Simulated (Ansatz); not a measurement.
# Li: the cost of one run

Method: DFT PBE, scalar-relativistic, plane waves, PAW, in Ansatz 0.2.0.

### Step 1. The system as given

Symmetry: C2, No. 5, monoclinic system. Conventional cell: a = 9.111 Å, b = 5.232 Å, c = 9.969 Å, α = 90.00°, β = 113.56°, γ = 90.00°. Li (site symmetry 1) is surrounded by 5 Li at 2.60 to 2.72 Å. Li (site symmetry 1) has 5 Li at 2.58 to 2.72 Å as nearest neighbours. Around Li (site symmetry 2) lie 6 Li at 2.58 to 2.66 Å. Around Li (site symmetry 1) lie 6 Li at 2.58 to 2.66 Å. Li (site symmetry 2) has 6 Li at 2.60 to 2.72 Å as nearest neighbours.

As a file:

```cif
data_structure
_symmetry_space_group_name_H-M 'P 1'
_symmetry_Int_Tables_number 1
_cell_length_a 5.2533
_cell_length_b 5.2533
_cell_length_c 9.9689
_cell_angle_alpha 110.279
_cell_angle_beta 110.279
_cell_angle_gamma 59.728
_cell_volume 217.80
loop_
_atom_site_label
_atom_site_type_symbol
_atom_site_fract_x
_atom_site_fract_y
_atom_site_fract_z
_atom_site_occupancy
Li1 Li 0.47339 0.00697 0.95957 1
Li2 Li 0.77892 0.69191 0.27158 1
Li3 Li 0.99303 0.52661 0.04043 1
Li4 Li 0.30809 0.22108 0.72842 1
Li5 Li 0.99326 0.00674 0.50000 1
Li6 Li 0.00910 0.50216 0.51293 1
Li7 Li 0.49784 0.99090 0.48707 1
Li8 Li 0.48044 0.51956 0.00000 1
```

Recipe of the guess: 5-, 6-connected net of one element (C2, No. 5). The dimensions are guesses.

### Step 2. The guess as it stands, on a coarse mesh

input.yaml reads:

```yaml
crystal:
  lattice:
    - [4.55572152, -2.61583868, 0.0]
    - [4.55572152, 2.61583868, 0.0]
    - [-3.98425075, 0.0, 9.13805407]
  atoms:
    - { symbol: Li, position: [0.473389, 0.00696903, 0.959565] }
    - { symbol: Li, position: [0.77892202, 0.69191203, 0.27158199] }
    - { symbol: Li, position: [0.99303097, 0.526611, 0.040435] }
    - { symbol: Li, position: [0.30808797, 0.22107798, 0.72841801] }
    - { symbol: Li, position: [0.99325597, 0.00674403, 0.5] }
    - { symbol: Li, position: [0.009098, 0.50216302, 0.51292899] }
    - { symbol: Li, position: [0.49783698, 0.990902, 0.48707101] }
    - { symbol: Li, position: [0.48044299, 0.51955701, 0.0] }
basis:
  ecutwfc: 420
kpoints:
  mp_grid: { grid: [4, 4, 2] }
hamiltonian:
  xc: pbe
scf:
  occupations: { method: gaussian, width: 0.1 }
  lower_state_search: "off"
output:
  forces: true
  stress: true
  eigenvalues: true
```

Started as:

```bash
$ ansatz run input.yaml --threads 1 --pin off --max-ram 2560MiB --backend cpu --events-out ev --progress --plain --runs-dir out
```

Q: Estimate wall time and peak memory on 1 thread of Arm Neoverse V2, shared host.

About 3.3 s, with a peak of 0.32 GiB.
